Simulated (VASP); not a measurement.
VASP 6.6.1 run: KF

INCAR

```
EDIFF = 1E-7
LCHARG = .FALSE.
NELM = 82
NSW = 0
LWAVE = .FALSE.
GGA = PE
IBRION = -1
ENCUT = 520
ISMEAR = -1
ISIF = 2
NELMDL = -8
SIGMA = 0.02
LASPH = .TRUE.
PREC = Accurate
NBANDS = 15
LREAL = .FALSE.
```

KPOINTS

```
KPOINTS created by Atomic Simulation Environment
0
Gamma
8 8 8
0 0 0
```

POSCAR

```
K  F
 1.0000000000000000
     0.0708899445000000    2.9354014298000002    2.9354014298000002
     2.9354014298000002    0.0708899445000000    2.9354014298000002
     3.0062913742999999    3.0062913742999999    0.0000000000000000
 K   F
   1   1
Cartesian
  0.0000000000000000  0.0000000000000000  0.0315958162261316
  1.5031456871499997  1.5031456871499997  1.4361048986738683
```

The recommended PBE PAW datasets give the neutral cell 16 valence electrons.

Command

```
mpirun -np 1 vasp_std
```

Problem. Predict the outcome of this run.

Solution. It converged. Results: gap between bands v and c on the k mesh 5.15 eV; least direct gap on the k mesh 5.34 eV; pressure 0.9 GPa. Band v is the last that the valence electrons fill when counted band by band, and c is the next.

OSZICAR

```
N       E                     dE             d eps       ncg     rms          rms(c)
DAV:   1     0.110174582804E+03    0.11017E+03   -0.78163E+03  2850   0.992E+02
DAV:   2    -0.436862579390E+01   -0.11454E+03   -0.10440E+03  3637   0.271E+02
DAV:   3    -0.950852827149E+01   -0.51399E+01   -0.51129E+01  3847   0.527E+01
DAV:   4    -0.969390499417E+01   -0.18538E+00   -0.18535E+00  3950   0.891E+00
DAV:   5    -0.969495004515E+01   -0.10451E-02   -0.10450E-02  3833   0.838E-01
DAV:   6    -0.969496855975E+01   -0.18515E-04   -0.18515E-04  4006   0.633E-02
DAV:   7    -0.969496861883E+01   -0.59082E-07   -0.59106E-07  3888   0.615E-03
DAV:   8    -0.969496861928E+01   -0.45316E-09   -0.44264E-09  2496   0.429E-04    0.684E+00
DAV:   9    -0.816028674750E+01    0.15347E+01   -0.46205E+00  3158   0.160E+01    0.391E+00
DAV:  10    -0.811561394732E+01    0.44673E-01   -0.12209E-01  3097   0.253E+00    0.231E+00
DAV:  11    -0.811340659782E+01    0.22073E-02   -0.79044E-02  3102   0.262E+00    0.318E-01
DAV:  12    -0.811699708345E+01   -0.35905E-02   -0.86651E-03  3529   0.585E-01    0.148E-01
DAV:  13    -0.811898278761E+01   -0.19857E-02   -0.21983E-03  2927   0.398E-01    0.554E-02
DAV:  14    -0.811893315161E+01    0.49636E-04   -0.20105E-04  3879   0.111E-01    0.146E-02
DAV:  15    -0.811894277396E+01   -0.96223E-05   -0.11450E-05  3086   0.292E-02    0.318E-03
DAV:  16    -0.811894441312E+01   -0.16392E-05   -0.16864E-06  3158   0.117E-02    0.290E-03
DAV:  17    -0.811894434173E+01    0.71386E-07   -0.54959E-07  3753   0.548E-03
   1 F= -.81189443E+01 E0= -.81189443E+01  d E =-.297616E-10
```

For comparison, a separate PBE run of the intended cell, on usual settings and not on those above, gives a gap of 5.15 eV on its mesh and a pressure of 0.9 GPa.
